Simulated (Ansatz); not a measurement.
## WSe₂: energy along a strain

WSe₂, P6_3/mmc, a = 3.279 Å, c = 12.789 Å. Ansatz: PBE+D3(BJ), PAW, 420 eV, Γ-centred 12×12×2 mesh on 6 atoms, Gaussian smearing 0.05 eV; no spin polarisation. Cell vectors (Å): 3.279 0.000 0.000; -1.640 2.840 0.000; 0.000 0.000 12.789. The cell is strained by x per cent times the pattern (1 0 0 0 0 0) in the order xx yy zz yz xz xy (engineering shears), with fractional coordinates held. y is the free energy over the start, V0 = 19.847 Å³/atom. Points with a strain past 8.5 % were computed too (2) and aren't used here.

```
x (%) y (meV/atom)
-7.50        104.62
-5.00             ?
 0.00          0.00
 2.50          8.81
 7.50         69.67
```

**Question.** Fit y = c2 x² + c3 x³ to the other rows, get the stiffness along the pattern, and predict the missing energy.

**Answer.** Least squares on the rows shown. y = 1.5490 x² − 0.041432 x³. The clamped-ion stiffness p·C·p = 2 × 15.49 eV × 160.2 / 19.847 Å³ = 250 GPa, which is C11 in these axes. At x = -5.00 the fit asked for gives 43.90 meV/atom. The run gave 43.21 meV/atom, so the fit is 0.69 meV/atom too high, 0.66 % of the span of the series, against an rms of 0.13 meV/atom on the fitted rows. With a term in x⁴ added, a fit to the same known rows (none to spare) predicts 43.34 meV/atom, so most of the miss is curvature that the known rows already hold.

Spin–orbit coupling is left out, which can shift energies with elements as heavy as these.